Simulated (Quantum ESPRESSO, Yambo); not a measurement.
# A GW chain in Yambo: KCl (Sylvite), part 2 of 2

How does a plane-wave GW calculation on KCl (Sylvite) run from the first input to the gap?

Quantum ESPRESSO 7.5 and Yambo 5.3.0; PBE and many-body steps on it, plane waves. Known limits of the many-body steps: not at the basis limit.

So far. Step 2 (Ground state): The gap is direct, at Γ. Step 3 (Bands along the symmetry lines): The gap is 5.190 eV, as in the run before at this level.

## (4) Empty states on the mesh, 4×4×4 mesh, 99 bands

Level of this step: DFT, PBE, plane waves, norm-conserving pseudopotentials (Quantum ESPRESSO).

The sums over transitions need many empty states on a uniform mesh; this step solves for them.

The input, pw.in:

```
&control
  calculation = 'nscf'
  prefix = 'x'
  outdir = 'o'
  pseudo_dir = 'pseudo'
/
&system
  ibrav = 0
  nat = 2
  ntyp = 2
  ecutwfc = 66.0
  nbnd = 99
  force_symmorphic = .true.
/
&electrons
  conv_thr = 1e-9
  electron_maxstep = 80
  diago_full_acc = .true.
  diago_thr_init = 5e-6
/
ATOMIC_SPECIES
  K 39.098 K.upf
  Cl 35.45 Cl.upf
CELL_PARAMETERS angstrom
  -0.0000000000 3.1464700000 3.1464700000
  3.1464700000 0.0000000000 3.1464700000
  3.1464700000 3.1464700000 -0.0000000000
ATOMIC_POSITIONS crystal
  K 0.0000000000 0.0000000000 0.0000000000
  Cl 0.5000000000 0.5000000000 0.5000000000
K_POINTS automatic
  4 4 4 0 0 0
```

Launch:

```console
OMP_NUM_THREADS=1 mpirun -n 4 pw.x -nk 4 -in pw.in > pw.out
```

What it wrote:

```text
[banner, memory and clock lines left out]
Program PWSCF v.7.5 starts

     Atomic positions and unit cell read from directory:
     o/x.save/

     Message from routine setup:
     using ibrav=0 with symmetry is DISCOURAGED, use correct ibrav instead

     G-vector sticks info

     bravais-lattice index     =            0
     lattice parameter (alat)  =       8.4089  a.u.
     unit-cell volume          =     420.4336 (a.u.)^3
     number of atoms/cell      =            2
     number of atomic types    =            2
     number of electrons       =        16.00
     number of Kohn-Sham states=           99
     kinetic-energy cutoff     =      66.0000  Ry
     charge density cutoff     =     264.0000  Ry
     Exchange-correlation= PBE
                           (   1   4   3   4   0   0   0)

     celldm(1)=   8.408867  celldm(2)=   0.000000  celldm(3)=   0.000000
     celldm(4)=   0.000000  celldm(5)=   0.000000  celldm(6)=   0.000000

     crystal axes: (cart. coord. in units of alat)
               a(1) = (  -0.000000   0.707107   0.707107 )
               a(2) = (   0.707107   0.000000   0.707107 )
               a(3) = (   0.707107   0.707107  -0.000000 )

     reciprocal axes: (cart. coord. in units 2 pi/alat)
               b(1) = ( -0.707107  0.707107  0.707107 )
               b(2) = (  0.707107 -0.707107  0.707107 )
               b(3) = (  0.707107  0.707107 -0.707107 )
     Pseudo is Norm-conserving + core correction, Zval =  9.0
     Generated using ONCVPSP code by D. R. Hamann
     Using radial grid of 2222 points,  6 beta functions with:
     Pseudo is Norm-conserving + core correction, Zval =  7.0
     Generated using ONCVPSP code by D. R. Hamann
     Using radial grid of 1028 points,  6 beta functions with:
     K                 9.00    39.09800     K ( 1.00)
     Cl                7.00    35.45000     Cl( 1.00)

     48 Sym. Ops., with inversion, found

   Cartesian axes

     site n.     atom                  positions (alat units)
         1        K      tau(   1) = (   0.0000000   0.0000000   0.0000000  )
         2        Cl     tau(   2) = (   0.7071068   0.7071068   0.7071068  )

     number of k points=     8
                       cart. coord. in units 2pi/alat
        k(    1) = (   0.0000000   0.0000000   0.0000000), wk =   0.0312500
        k(    2) = (   0.1767767   0.1767767  -0.1767767), wk =   0.2500000
        k(    3) = (  -0.3535534  -0.3535534   0.3535534), wk =   0.1250000
[...]
k(    7) = (  -0.7071068   0.0000000   0.0000000), wk =   0.0937500
        k(    8) = (  -0.7071068   0.3535534   0.0000000), wk =   0.1875000

     Dense  grid:    30467 G-vectors     FFT dimensions: (  45,  45,  45)

     The potential is recalculated from file :
     o/x.save/charge-density

     Starting wfcs are    9 randomized atomic wfcs +   90 random wfcs

     Band Structure Calculation

     End of band structure calculation

          k = 0.0000 0.0000 0.0000 (  3839 PWs)   bands (ev):

   -26.2911 -11.2133  -9.7514  -9.7514  -9.7514   0.9045   0.9045   0.9045
     6.0941   9.2710   9.2710   9.2710  10.1289  10.1289  13.8753  16.8967
    16.8967  16.8967  18.8618  18.8618  18.8618  19.1841  19.1841  22.6007
[...]
71.8328  71.8329  72.4225

          k = 0.1768 0.1768-0.1768 (  3807 PWs)   bands (ev):

[...]
71.5309  71.5309  72.8233

          k =-0.3536-0.3536 0.3536 (  3798 PWs)   bands (ev):

[...]
61.0528  61.4842  62.4669  62.4669  62.6585  62.6585  64.0585  64.0585
    64.0831  64.0831  65.1771  66.5314  67.2385  67.5687  70.4647  71.0534
    71.0534  71.0958  71.9607

          k = 0.3536 0.0000 0.0000 (  3831 PWs)   bands (ev):

     [... further k-points ...]

     highest occupied, lowest unoccupied level (ev):     0.9045    6.0941

     XML data file, pseudopotentials, collected wavefunctions
```

It took 7 s on 4 MPI ranks of Arm Neoverse V1, shared host; peak memory 0.33 GiB; 28 s of CPU time.

This step gave:

```yaml
gap: 5.190 eV
k_of_the_valence_top: 0, 0, 0
k_of_the_conduction_bottom: 0, 0, 0
least_direct_gap: 5.190 eV
k_points_computed: 8
lowest_point_of_the_top_converged_band_above_the_valence_top: 69.7610 eV
```

On this mesh the gap is 5.190 eV.

## (5) Conversion and set-up

This step: Yambo 5.3.0; conversion and set-up on PBE, plane waves, norm-conserving pseudopotentials.

The states are converted to the many-body program's format and the q mesh is built.

Launch:

```console
(cd o/x.save; p2y > p2y.log; mv SAVE ../..); yambo > setup.log
```

What it wrote:

```text
 Yambo, version 5.3.0

 [02] CORE Variables Setup
 =========================

  [02.01] Unit cells
  ==================

  Cell kind             :  FCC
  Atoms in the cell     :  K  Cl
  number of K  atoms    :  1
  number of Cl atoms    :  1

  List of atomic masses
  Mass of K     :  39.09800
  Mass of Cl    :  35.45000

  List of atomic coordinates    : [cc]
  K1       :  0.000000  0.000000  0.000000  order 1
  Cl1       :  5.945967  5.945967  5.945967  order 2

  Alat factors          :  5.945967  5.945967  5.945967 [a.u.]
  Direct lattice volume :  420.4336 [a.u.]
  Direct lattice vectors:  A[ 1 ]  A[ 2 ]  A[ 3 ]
   A[ 1 ]: -0.000000  1.000000  1.000000  [iru]
  -0.000000  5.945967  5.945967  [cc]
   A[ 2 ]:  1.000000  0.000000  1.000000  [iru]
   5.945967  0.000000  5.945967  [cc]
   A[ 3 ]:  1.000000  1.000000 -0.000000  [iru]
   5.945967  5.945967 -0.000000  [cc]

  Recip. lattice volume :  0.589987 [a.u.]
  Recip. lattice vectors:  B[ 1 ]  B[ 2 ]  B[ 3 ]
   B[ 1 ]: -0.500000  0.500000  0.500000  [iku]
  -0.528357  0.528357  0.528357  [cc]
   B[ 2 ]:  0.500000 -0.500000  0.500000  [iku]
   0.528357 -0.528357  0.528357  [cc]
   B[ 3 ]:  0.500000  0.500000 -0.500000  [iku]
   0.528357  0.528357 -0.528357  [cc]

  [02.02] Symmetries
  ==================

  Inversion symmetry    : yes
  Spatial inversion     : yes
  Inversion index       :  25
  K-space Time-reversal : no
  Magnetic symmetries   : no
  Group table correct   : yes
  Symmetries units      :  [cc]

   [S  1]:   1.0000      0.31277E-16  0.31277E-16  0.31277E-16   1.0000     -0.31277E-16 -0.31277E-16 -0.31277E-16   1.0000
   [S  2]:  -1.0000     -0.31277E-16  0.31277E-16 -0.31277E-16  -1.0000     -0.31277E-16  0.31277E-16  0.31277E-16   1.0000
   [S  3]:  -1.0000      0.31277E-16 -0.31277E-16 -0.31277E-16   1.0000      0.31277E-16  0.31277E-16 -0.31277E-16  -1.0000
[...]
[... 36 further rows ...]
   [S 47]:  0.31277E-16   1.0000     -0.31277E-16 -0.31277E-16  0.31277E-16  -1.0000       1.0000     -0.31277E-16  0.31277E-16
   [S 48]:  0.31277E-16  -1.0000      0.31277E-16 -0.31277E-16 -0.31277E-16   1.0000       1.0000      0.31277E-16 -0.31277E-16

  [02.03] Reciprocal space
  ========================

  nG shells         :   318
  nG charge         :  30467
  nG WFs            :   4637
  nC WFs            :   3839
  G-vecs. in first 31 shells:  [ Number ]
     1    9   15   27   51   59   65   89  113
    137   169   181   229   259   283   307   331   339
    387   411   459   531   537   561   609   645   701
    725   749   821   869
  ...
  Shell energy in first 31 shells:  [ mHa ]
    0.00000      418.742      558.322      1116.64      1535.39      1674.97      2233.29      2652.03      2791.61
    3349.93      3768.67      4466.58      4885.32      5024.90      5583.22      6001.96      6141.54      6699.87
[...]
BZ  K-points                                      :   64

  K/Q-points units:
  rlu = crystal or reduced units; cc = cartesian coordinates; iku = interal k-units

  K [1]          [rlu]:  0.000000  0.000000  0.000000
         WF components:   3839
  K [2]          [rlu]: -0.15791E-17 -0.15791E-17  0.25000
         WF components:   3807
  K [3]          [rlu]:  0.17883E-18  0.17883E-18 -0.50000
         WF components:   3798
  K [4]          [rlu]: -0.51284E-17  0.25000      0.25000
         WF components:   3831
  K [5]          [rlu]: -0.23018E-16  0.25000     -0.50000
         WF components:   3822
  [... 2 further k-points ...]
  K [8]          [rlu]:  0.250000 -0.500000 -0.250000
         WF components:   3828

  [02.05] Energies & Occupations
  ==============================

  [X] === General ===
  [X] Electronic Temperature                        :  0.000000  0.000000 [eV K]
  [X] Bosonic    Temperature                        :  0.000000  0.000000 [eV K]
  [X] Finite Temperature mode                       : no
  [X] El. density                                   :  0.25681E+24 [cm-3]
  [X] Fermi Level                                   :  0.904510 [eV]

  [X] === Gaps and Widths ===
  [X] Conduction Band Min                           :  5.189547 [eV]
  [X] Valence Band Max                              :  0.000000 [eV]
  [X] Filled Bands                                  :   8
  [X] Empty Bands                                   :    9   99
  [X] Direct Gap                                    :  5.189547 [eV]
  [X] Direct Gap localized at k                     :  1
  [X] Indirect Gap                                  :  5.189547 [eV]
  [X] Indirect Gap between kpts                     :  1  1
  [X] Last valence band width                       :  0.471834 [eV]
  [X] 1st conduction band width                     :  2.840959 [eV]

  E @ K [1]:  [eV]
   -27.1956     -12.1178     -10.6559     -10.6559     -10.6559    -0.695052E-8 -0.240144E-8   0.00000
    5.18955   8.36653   8.36653   8.36653   9.22443   9.22443  12.97082  15.99214
  occ @ K [1]
   2.000000  2.000000  2.000000  2.000000  2.000000  2.000000  2.000000  2.000000
[...]
E @ K [2]:  [eV]
[...]
occ @ K [2]
[...]
E @ K [3]:  [eV]
[...]
occ @ K [3]
[...]
E @ K [4]:  [eV]
[...]
occ @ K [4]
[...]
E @ K [5]:  [eV]
[...]
occ @ K [5]
[...]
[... 2 further k-points ...]
  E @ K [8]:  [eV]
[...]
occ @ K [8]
   2.000000  2.000000  2.000000  2.000000  2.000000  2.000000  2.000000  2.000000
   0.000000  0.000000  0.000000  0.000000  0.000000  0.000000  0.000000  0.000000

 [03] Transferred momenta grid and indexing
 ==========================================

 IBZ Q-points                                      :   8
 BZ  Q-points                                      :   64

 K/Q-points units:
 rlu = crystal or reduced units; cc = cartesian coordinates; iku = interal k-units

 Q [1]          [rlu]:  0.000000  0.000000  0.000000
 Q [2]          [rlu]: -0.15791E-17 -0.15791E-17  0.25000
 Q [3]          [rlu]:  0.17883E-18  0.17883E-18 -0.50000
[...]
Q [7]          [rlu]:  0.10257E-16 -0.50000     -0.50000
 Q [8]          [rlu]:  0.250000 -0.500000 -0.250000

  [03.01] X indexes
  =================

   [03.01.01] Sigma indexes
   ========================

 [06] Game Over & Game summary
```

Run time: 2.6 s. Hardware: 1 MPI rank; peak memory 0.25 GiB.

## (6) Screening and self-energy, 4×4×4 mesh, 99 bands, screening to 122.5 eV

G0W0 replaces the xc potential by the self-energy, built once from these orbitals. Only a window of levels is corrected, while the sums run over the empty bands that the input names.

This step: G0W0 on PBE, plane waves, norm-conserving pseudopotentials.

The input, gw1.in:

```
HF_and_locXC
gw0
dyson
ppa
em1d
rim_cut
RandQpts= 1000000
RandGvec= 1 RL
EXXRLvcs= 66 Ry
VXCRLvcs= 264 Ry
Chimod= "HARTREE"
% BndsRnXp
 1 | 99 |
%
NGsBlkXp= 9 Ry
% LongDrXp
 1 | 1 | 1 |
%
% GbndRnge
 1 | 99 |
%
DysSolver= "n"
ExtendOut
PPAPntXp= 27.21138 eV
% QPkrange
 1 | 1 | 7 | 10 |
%
```

Launch:

```console
OMP_NUM_THREADS=1 mpirun -n 4 yambo -F gw1.in -J gw1 -C gw1 > gw1.log
```

What it wrote:

```text
 Yambo, version 5.3.0

 [02] CORE Variables Setup
 =========================

  [... cell, symmetries and grids as in the set-up ...]

  [02.05] Energies & Occupations
  ==============================

  [X] === General ===
  [X] Electronic Temperature                        :  0.000000  0.000000 [eV K]
  [X] Bosonic    Temperature                        :  0.000000  0.000000 [eV K]
  [X] Finite Temperature mode                       : no
  [X] El. density                                   :  0.25681E+24 [cm-3]
  [X] Fermi Level                                   :  0.904510 [eV]

  [X] === Gaps and Widths ===
  [X] Conduction Band Min                           :  5.189547 [eV]
  [X] Valence Band Max                              :  0.000000 [eV]
  [X] Filled Bands                                  :   8
  [X] Empty Bands                                   :    9   99
  [X] Direct Gap                                    :  5.189547 [eV]
  [X] Direct Gap localized at k                     :  1
  [X] Indirect Gap                                  :  5.189547 [eV]
  [X] Indirect Gap between kpts                     :  1  1
  [X] Last valence band width                       :  0.471834 [eV]
  [X] 1st conduction band width                     :  2.840959 [eV]

 [03] Transferred momenta grid and indexing
 ==========================================

 IBZ Q-points                                      :   8
 BZ  Q-points                                      :   64

 K/Q-points units:
 rlu = crystal or reduced units; cc = cartesian coordinates; iku = interal k-units

 Q [1]          [rlu]:  0.000000  0.000000  0.000000
 Q [2]          [rlu]: -0.15791E-17 -0.15791E-17  0.25000
 Q [3]          [rlu]:  0.17883E-18  0.17883E-18 -0.50000
 Q [4]          [rlu]: -0.51284E-17  0.25000      0.25000
 Q [5]          [rlu]:  0.14002E-17  0.25000      0.50000
 Q [6]          [rlu]:  0.17883E-18  0.25000     -0.25000
 Q [7]          [rlu]:  0.10257E-16 -0.50000     -0.50000
 Q [8]          [rlu]:  0.250000 -0.500000 -0.250000

 [04] Coloumb potential Random Integration (RIM)
 ===============================================

  [04.01] RIM initialization
  ==========================

  * Diagonal components only detected *

  8 x (sBL volume)        :  0.073748 [a.u.]
  sBZ random points       :  1000000
  Points outside the sBZ  :   7999624
  RL volume               :  0.589987 [a.u.]
  Integrated volume       :  0.590014 [a.u.]

  [04.02] RIM integrals
  =====================

  Gamma point sphere radius             :  0.076068 [a.u.]
  Points outside the sphere             :   799635
  [Int_sBZ(q=0) 1/q^2]*(Vol_sBZ)^(-1/3) =:  7.763403
                                 should be <:  7.795600

  Summary of Coulomb integrals for non-metallic bands |Q|[au] RIM/Bare

  Q [1] 0.100000E-4 0.995870 * Q [2] 0.228785 1.064252
  Q [4] 0.264178 1.063621 * Q [6] 0.373605 1.026387
  Q [5] 0.438090 1.018937 * Q [3] 0.457571 1.016899
  Q [7] 0.528357 1.013120 * Q [8] 0.590721 1.010043

 [05] Dipoles
 ============

  [05.01] Setup: observables and procedures
  =========================================

 [06] Dynamic Dielectric Matrix (PPA)
 ====================================

 [WR./gw1//ndb.pp]---------------------------------------------------------------
  Brillouin Zone Q/K grids (IBZ/BZ)                :    8   64    8   64
  RL vectors                                       :   4645 [WF]
  Coulomb cutoff potential                         : none
  Electronic Temperature                           :  0.000000 [K]
  Bosonic    Temperature                           :  0.000000 [K]
  PPA    diel. fun.  energies                      : Perdew, Burke & Ernzerhof(X)+Perdew, Burke & Ernzerhof(C)
  wavefunctions                                    : Perdew, Burke & Ernzerhof(X)+Perdew, Burke & Ernzerhof(C)
  Global Gauge                                     : length
  X matrix size                                    :  229
  X band range                                     :    1   99
  X e/h energy range                               : -1.000000 -1.000000 [eV]
  X Time ordering                                  : R
  X Hxc Kernel                                     : HARTREE
  X Drude frequency                                :  0.000000  0.000000
  X poles                                          :  100.0000 [o/o]
  RL vectors in the sum                            :   4645
  [r,Vnl] included                                 : yes
  Field direction                                  :  0.577350E-5  0.577350E-5  0.577350E-5
  BZ energy Double Grid                            : no
  BZ energy DbGd points                            : 0
  BZ Q point size factor                           : -1.000000
  X Optical Averaged directions                    : none

 [07] Local Exchange-Correlation + Non-Local Fock
 ================================================

 [VXC] Plane waves :  30467
 [EXS] Plane waves :   3943

 QP @ state[ 1 ] K range:  1  1
 QP @ state[ 1 ] b range:   7  10

 [xc] Functional : Perdew, Burke & Ernzerhof(X)+Perdew, Burke & Ernzerhof(C)
 [xc] LIBXC used to calculate xc functional
  PP Number of Atomic Species                      :  2
  NLCC RL compoments                               :  30467
  PP Number of Atomic Species                      :  2
  NLCC RL compoments                               :  30467

 [xc] E_xc :  -7.315494 [Ha]
      E_xc :  -14.63099 [Ry]

  Local XC kind (lXC) : Perdew, Burke & Ernzerhof(X)+Perdew, Burke & Ernzerhof(C)
  Non-Local XC kind (nlXC) : Hartree-Fock

  Corrections @ K [1] :  [eV]
 <7|nlXC|7> = -18.61779  0.47194E-17 <7|lXC|7> = -14.14755  0.18882E-15
 <8|nlXC|8> = -18.61773  0.81952E-17 <8|lXC|8> = -14.14755 -0.18882E-15
 <9|nlXC|9> = -3.270663 -0.10627E-17 <9|lXC|9> = -6.954806 -0.18882E-15
 <10|nlXC|10> = -4.064433  0.20081E-18 <10|lXC|10> = -8.956466 -0.94408E-16

 [08] Dyson equation: Newton solver
 ==================================

  [08.01] G0W0 (W PPA)
  ====================

  [  GW  ] Bands range     :    1   99
  [GW/PPA] G damping       :  0.100000 [eV]

  QP @ state[ 1 ] K range:  1  1
  QP @ state[ 1 ] b range:   7  10

   Sc/G bands                                       :    1   99
   Sc/G damping                                     :  0.100000 ev
   Sc bands terminator                              : no
   Sx RL components                                 :   3943

   QP @ state[ 1 ] K range                          :  1  1
   QP @ state[ 1 ] b range                          :   7  10
   GF energies kind                                 : Perdew, Burke & Ernzerhof(X)+Perdew, Burke & Ernzerhof(C)
   GF WF`s kind                                     : Perdew, Burke & Ernzerhof(X)+Perdew, Burke & Ernzerhof(C)
   Xs energies kind                                 : Perdew, Burke & Ernzerhof(X)+Perdew, Burke & Ernzerhof(C)
   Xs WF`s kind                                     : Perdew, Burke & Ernzerhof(X)+Perdew, Burke & Ernzerhof(C)

 [11] Game Over & Game summary
```

It took 41 s on 4 MPI ranks; peak memory 1.5 GiB.

Numbers from this step:

| Quantity | Value |
| --- | --- |
| G0W0 gap on the points computed | 7.996 eV |
| starting gap on the mesh | 5.190 eV |
| k of the valence top | 0, 0, 0 |
| k of the conduction bottom | 0, 0, 0 |
| least direct G0W0 gap on the computed points | 7.996 eV |
| Z at the valence top | 0.8182 |
| Z at the conduction bottom | 0.8798 |

The gap on the mesh goes from 5.19 eV to 8.00 eV, a correction of +2.81 eV.

Limits: finite bands, cutoff and mesh. v1 is the top filled band, c1 the lowest empty one. Levels before and after the correction, in eV, zero at the valence-band top of each column:

```
           conduction bottom  valence top
Kohn-Sham               5.19         0.00
     G0W0               8.00         0.00
```

```
             level  energy (eV)
Kohn-Sham  Γ v2-v1        0.000
Kohn-Sham     Γ c1        5.190
Kohn-Sham     Γ c2        8.367
     G0W0  Γ v2-v1        0.000
     G0W0     Γ c1        7.996
     G0W0     Γ c2       12.172
```

## (7) Where the time went

Times are wall times on the hardware named with each run, good to a factor of about two.

```
                          step   time  share  memory (GiB)
                  ground state  5.4 s    9 %          0.24
bands along the symmetry lines  6.8 s   11 %          0.22
      empty states on the mesh    7 s   11 %          0.33
         conversion and set-up  2.6 s    4 %          0.25
     screening and self-energy   41 s   66 %           1.5
```

## (8) Summary of results

```json
{"PBE gap": "5.19 eV, direct", "G0W0 gap on the mesh": "8.00 eV", "GW settings": "4×4×4 mesh, 99 bands, screening to 122.5 eV, Godby-Needs plasmon pole", "known limits": "not at the basis limit"}
```

G0W0 moves the gap on the mesh from 5.19 eV to 8.00 eV (+2.81 eV), with Z of 0.82 and 0.88 at the edges. Only 1 of the mesh's irreducible points was corrected, so a valley elsewhere could overtake. The dearest step here is «screening and self-energy». Bands and cutoff are finite, so the gap is not at the basis limit. The miss can reach some tenths of an eV and take either sign; the mesh is an error of its own. In the G0W0 run levels were corrected at 1 k point alone, so a gap called «on the mesh» is the least over those, and an edge elsewhere would be missed.

[Paths, hosts, dates, memory and timing lines, banners, echoed tables and standing remarks are left out of the program output.]

[Logs are printed without paths, hosts, clocks, repeated set-up lines and the standing remarks that a program may print on its own settings, such as how far it seeks lower states.]

[Runs of the session that timed out or met a known fault of the program may be left out.]

[Hosts, paths, dates, database ids (printed as entryN), source tags and the programs' standing remarks are cut or masked in the printed files.]
